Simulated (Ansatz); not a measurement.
## WSi$_{2}$: how the free axis answers a strain

WSi$_{2}$, I4/mmm, a = 3.211 Å, c = 7.805 Å. Ansatz: r2SCAN, PAW, 500 eV, Γ-centred 12×12×6 mesh on 6 atoms, Gaussian smearing 0.10 eV; no spin polarisation. Series: uniaxial strain along c, with a, b and atoms relaxed; x is the strain in per cent. y is the change of a in per cent of 3.211 Å.

```
x (%) y (%)
 -4.5      ?
 -3.0   0.54
 -1.5   0.27
  0.0   0.00
  1.5  -0.26
  3.0  -0.51
  4.5  -0.75
```

Problem. Fit y = c1 x + c2 x² to the other rows, say what c1 measures, and predict the missing y.

Solution. Least squares on the rows shown. y = −0.1751 x + 0.001825 x². So −c1 = 0.175 is Poisson's ratio for this pair of axes. At x = -4.5 the fit asked for gives 0.82 %. The run gave 0.83 %, so the fit is 0.01 % too low, a small miss on the scale of the series.

Spin–orbit coupling is left out, which can shift energies with elements as heavy as these.